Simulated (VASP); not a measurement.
Crystal: MgF2 (Sellaite).

```
CELL_PARAMETERS angstrom
4.62405 0.00000 0.00000
0.00000 4.62405 0.00000
0.00000 0.00000 3.05280
ATOMIC_POSITIONS crystal
Mg 0.00000 0.00000 0.00000
Mg 0.50000 0.50000 0.50000
F 0.30316 0.30316 0.00000
F 0.19684 0.80316 0.50000
F 0.69684 0.69684 0.00000
F 0.80316 0.19684 0.50000
```

Program: VASP 6.6.1. Alike in all runs: task band structure; no spin polarisation; cell as given; k mesh 6 × 6 × 10; cutoff (eV) 520; smearing gaussian 0.03 eV.

Q: Order these runs on this cell by their band gap on the k mesh, lowest first.
A. level LDA; potentials or basis VASP PAW LDA potentials, release 64 (Mg, F); further INCAR settings ALGO = Fast; EDIFF = 1e-06
B. level PBE; potentials or basis VASP PAW PBE potentials, release 64 (Mg, F); further INCAR settings ALGO = Fast; EDIFF = 1e-06
C. level TB-mBJ; potentials or basis VASP PAW PBE potentials, release 64 (Mg, F); further INCAR settings ALGO = Normal; EDIFF = 1e-06

A: A (6.75 eV), B (7.10 eV), C (10.85 eV).

